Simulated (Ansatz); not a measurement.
# Optical constants of TiAl

These are results of DFT PBE, scalar-relativistic, plane waves, PAW in Ansatz, not measurements. Cutoff 420 eV, 14×14×10 k-points (Γ-centred), Fermi-Dirac smearing of 0.15 eV. No spin polarisation.

Relaxed structure:
```xyz
2
Lattice="2.8249 0.0000 0.0000 0.0000 2.8249 0.0000 0.0000 0.0000 4.0780" Properties=species:S:1:pos:R:3 pbc="T T T"
Ti    0.0000    0.0000    0.0000
Al    1.4124    1.4124    2.0390
```

In a metal these results depend on the k mesh and the smearing.

Independent-particle response (no local fields, no excitons) on a 24×24×18 mesh, broadened by 0.1 eV; the Drude term is undamped and its weight carries the smearing above, which sets much of it in a semimetal. The run couldn't bound its error over part or most of this range, so small peaks and near ties are unsure. Light polarised along z. ε₁ lacks the small share of bands above those solved.

Question: Tabulate ε₁ and ε₂ against photon energy.

Answer:
```tsv
E (eV)	ε₁	ε₂
0.1	-2049.53	39.88
0.4	-98.04	61.37
0.7	-30.14	33.02
1.0	-10.44	26.51
1.3	-3.96	23.08
1.6	-3.04	20.25
1.9	-1.17	16.76
2.2	-0.62	16.41
2.5	-1.80	14.43
2.8	-0.87	12.49
3.1	-1.40	12.57
3.4	-3.65	9.85
3.7	-0.43	6.22
4.0	2.95	6.61
4.3	3.16	10.80
4.6	0.94	9.44
4.9	1.14	8.65
5.2	2.27	10.08
5.5	0.81	12.02
5.8	-3.26	12.93
6.1	-5.49	9.02
6.4	-3.47	6.66
6.7	-3.57	7.63
7.0	-5.00	7.85
7.3	-4.83	5.96
7.6	-5.28	5.23
7.9	-5.01	4.21
8.2	-5.18	3.78
8.5	-5.04	2.47
8.8	-4.39	1.58
9.1	-3.59	1.14
9.4	-3.19	1.09
9.7	-2.85	0.83
10.0	-2.44	0.66
10.3	-2.15	0.60
10.6	-1.90	0.49
10.9	-1.63	0.44
11.2	-1.42	0.44
11.5	-1.29	0.42
11.8	-1.16	0.36
```

Question: Where is the highest local maximum of ε₂ between 0.3 and 12 eV?

Answer: At 0.4 eV, where ε₂ = 61.4.

Cost: 1 run of about 2.1 core-minutes, on AMD EPYC 7R43 (Zen 3) (shared hosts).